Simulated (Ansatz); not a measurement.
# I: pressure up to the limit of the methods

Aim: compress I (hcp type) step by step, far beyond the usual range, and follow pressure and electronic structure. Methods of the runs shown: PAW.

Computed with Ansatz 0.2.0 (DFT, PBE, PAW with Ansatz's default frozen-core files, scalar-relativistic, unless a step's input says otherwise).

## (1) The system as given

Symmetry: P6_3/mmc, No. 194, hexagonal system. The conventional cell has a = 3.646 Å, b = 3.646 Å, c = 5.907 Å, α = 90.00°, β = 90.00°, γ = 120.00°. I (site symmetry -6m2) has 12 I at 3.63 to 3.65 Å in its first shell of neighbours.

As a file:

```xyz
2
Lattice="3.6460 0.0000 0.0000 -1.8230 3.1576 0.0000 0.0000 0.0000 5.9066" Properties=species:S:1:pos:R:3 pbc="T T T"
I     0.0000    2.1050    1.4766
I     1.8230    1.0525    4.4299
```

Whether this phase is the stable one at these pressures isn't tested.

Atoms are numbered in the order of the input: I1, I2.

## (2) Cell relaxed at zero pressure, PAW

Input file input.yaml:

```yaml
crystal:
  lattice:
    - [3.6460371449, 0.0, 0.0]
    - [-1.8230185724, 3.1575607906, 0.0]
    - [0.0, 0.0, 5.9065801747]
  atoms:
    - { symbol: I, position: [0.3333333333, 0.6666666667, 0.25] }
    - { symbol: I, position: [0.6666666667, 0.3333333333, 0.75] }
kpoints:
  mp_grid: { grid: [12, 12, 7] }
scf:
  occupations: { method: fermi_dirac, width: 0.08 }
hamiltonian:
  xc: pbe
  pseudopotentials: { kind: paw }
output:
  forces: true
  stress: true
relax:
  f_tol: 0.005
  max_steps: 40
  cell: {}
```

Run with:

```
$ ansatz run input.yaml --threads 1 --pin off --max-ram 2048MiB --backend cpu --events-out ev --progress --plain --runs-dir out
```

The runs that follow: Volume scaled by 1, PAW; Shape and atoms relaxed at 0.9 of the volume, PAW; Volume scaled by 0.9, PAW; Shape and atoms relaxed at 0.8 of the volume, PAW; Volume scaled by 0.8, PAW; Shape and atoms relaxed at 0.7 of the volume, PAW; Volume scaled by 0.7, PAW; Shape and atoms relaxed at 0.6 of the volume, PAW; Volume scaled by 0.6, PAW; Shape and atoms relaxed at 0.5 of the volume, PAW; Volume scaled by 0.5, PAW; Shape and atoms relaxed at 0.4 of the volume, PAW; Volume scaled by 0.4, PAW; Volume scaled by 0.4, PAW (cutoff 600 eV).

Q: Predict the outcome of this session. Wanted: PAW pressure at 0.4 of the volume; fitted bulk modulus at zero pressure.

**Answer**, as computed:

| quantity | value |
| --- | --- |
| PAW pressure at 0.4 of the volume | 154.9 GPa |
| PAW (cutoff 600 eV) pressure at 0.4 of the volume | 154.9 GPa |
| fitted bulk modulus at zero pressure (PAW) | 16.2 GPa |
| its pressure derivative | 5.00 |

At 0.4 of the starting volume PAW gives 155 GPa. A third-order Birch-Murnaghan curve fits the range only roughly (B₀ = 16.2 GPa, B′ = 5.00, misfit at most 0.60 GPa). A fit over so wide a range leans to the high pressures, so B₀ can be off by several per cent. No all-electron run checks these rows here, and frozen cores can fail under such compression. The ions are at rest, and the electrons smeared by 0.08 eV. Spin-orbit coupling is left out, though the cell holds I; in elements this heavy it can shift bands and gaps by tenths of an eV.
